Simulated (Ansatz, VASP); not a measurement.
## One calculation of GaN, two programs

INCAR

```
  PREC = Accurate
  ENCUT = 520
  EDIFF = 1E-6
  ISMEAR = 0
  SIGMA = 0.05
  LREAL = F
  LASPH = T
  NELM = 100
  ALGO = Normal
  ISIF = 2
  LWAVE = F
  LCHARG = F
  GGA = PE
  NBANDS = 16
```

KPOINTS

```
regular mesh
0
Gamma
  10 10 10
```

The input POSCAR:

```
GaN
1.0
    0.0000000000      2.2535006075      2.1971630923
    2.2535006075      0.0000000000      2.1971630923
    2.2535006075      2.2535006075      0.0000000000
Ga N
1 1
Direct
    0.0000000000      0.0000000000      0.0000000000
    0.7500000000      0.7500000000      0.7500000000
```

Input for Ansatz:

```yaml
crystal:
  lattice:
    - [0.0, 2.2535006075, 2.1971630923]
    - [2.2535006075, 0.0, 2.1971630923]
    - [2.2535006075, 2.2535006075, 0.0]
  atoms:
    - { symbol: Ga, position: [0.0, 0.0, 0.0] }
    - { symbol: "N", position: [0.75, 0.75, 0.75] }
basis:
  ecutwfc: 420
kpoints:
  mp_grid: { grid: [10, 10, 10] }
hamiltonian:
  xc: pbe
scf:
  occupations: { method: gaussian, width: 0.05 }
output:
  forces: true
  stress: true
  eigenvalues: true
```

Change from the starting cell: strain -0.0250 x Voigt [0, 0, 1, 0, 0, 0], atoms carried along.

Alike in both runs: task single point; functional PBE; k mesh 10 × 10 × 10; occupations gaussian, width 0.05 eV; no spin polarisation.

|  | VASP | Ansatz |
| --- | --- | --- |
| version | VASP 6.6.1 | Ansatz 0.2.0 |
| potentials or method | VASP PAW PBE potentials, release 64 (Ga_d, N) | scalar-relativistic, plane waves, PAW |
| plane-wave cutoff (eV) | 520 | 420 |
| valence electrons in the cell | 18 | 18 |

VASP gave:

- gap on the k mesh at the Fermi level (eV): 1.81
- least direct gap on the mesh (eV): 1.81
- pressure (GPa): 10.2
- largest component of the traceless stress (GPa): 1.87

**Question.** Which values does Ansatz return?

**Answer.** gap on the k mesh at the Fermi level (eV): 1.80; least direct gap on the mesh (eV): 1.80; pressure (GPa): 10.2; largest component of the traceless stress (GPa): 1.86.

With one functional, cell and mesh, what is left measures potentials, basis and numerics.
